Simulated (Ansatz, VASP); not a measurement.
**Two plane-wave programs on CdSe**

```xyz
2
Lattice="0.0000 3.0042 3.0042 3.0042 0.0000 3.0042 3.0042 3.0042 0.0000" Properties=species:S:1:pos:R:3 pbc="T T T"
Cd    0.0000    0.0000    0.0000
Se    4.5063    4.5063    4.5063
```

Alike in both runs: functional LDA; k mesh 10 × 10 × 10; occupations gaussian, width 0.02 eV; no spin polarisation.

Ansatz relaxed the structure, and its values are those at the end. VASP's run is a single point on that final structure, the one shown.

```csv
,VASP,Ansatz
version,VASP 6.6.1,Ansatz 0.2.0
potentials or method,"VASP PAW LDA potentials, release 64 (Cd, Se)","scalar-relativistic, plane waves, PAW"
plane-wave cutoff (eV),520,420
valence electrons in the cell,18,36
```

```tsv
	VASP	Ansatz	Ansatz less VASP
gap on the k mesh at the Fermi level (eV)	0.44	0.40	-0.034
least direct gap on the mesh (eV)	0.44	0.40	-0.034
pressure (GPa)	0.5	0.0	-0.49
```

The two sets of potentials don't hold the same shells in valence.
